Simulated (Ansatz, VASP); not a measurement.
**One calculation of Nb, two programs**

```
CELL_PARAMETERS angstrom
0.00000 2.13810 2.13810
2.13810 0.00000 2.13810
2.13810 2.13810 0.00000
ATOMIC_POSITIONS crystal
Nb 0.00000 0.00000 0.00000
```

Alike in both runs: task single point; functional PBE; k mesh 14 × 14 × 14; occupations fermi-dirac, width 0.1 eV; no spin polarisation.

|  | VASP | Ansatz |
| --- | --- | --- |
| version | VASP 6.6.1 | Ansatz 0.2.0 |
| potentials or method | VASP PAW PBE potentials, release 64 (Nb_sv) | plane waves (420 eV) with PAW, scalar-relativistic |
| plane-wave cutoff (eV) | 520 | 420 |
| valence electrons in the cell | 13 | 13 |

```tsv
	VASP	Ansatz	Ansatz less VASP
pressure (GPa)	-6.4	-6.1	+0.29
```
